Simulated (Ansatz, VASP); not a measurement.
**Ti: VASP beside Ansatz**

```
CELL_PARAMETERS angstrom
-1.70506 1.70506 1.70506
1.70506 -1.70506 1.70506
1.70506 1.70506 -1.70506
ATOMIC_POSITIONS crystal
Ti 0.00000 0.00000 0.00000
```

Alike in both runs: task single point; functional BLYP; k mesh 15 × 15 × 15; occupations fermi-dirac, width 0.1 eV; no spin polarisation.

|  | VASP | Ansatz |
| --- | --- | --- |
| version | VASP 6.6.1 | Ansatz 0.2.0 |
| potentials or method | VASP PAW PBE potentials, release 64 (Ti_sv) | plane waves (420 eV) with PAW, scalar-relativistic |
| plane-wave cutoff (eV) | 520 | 420 |
| valence electrons in the cell | 12 | 12 |

```tsv
	VASP	Ansatz	Ansatz less VASP
pressure (GPa)	-9.1	-9.1	-0.03
```

Caveats: the PAW data sets were made with another functional, which shifts forces and pressure a little (VASP).
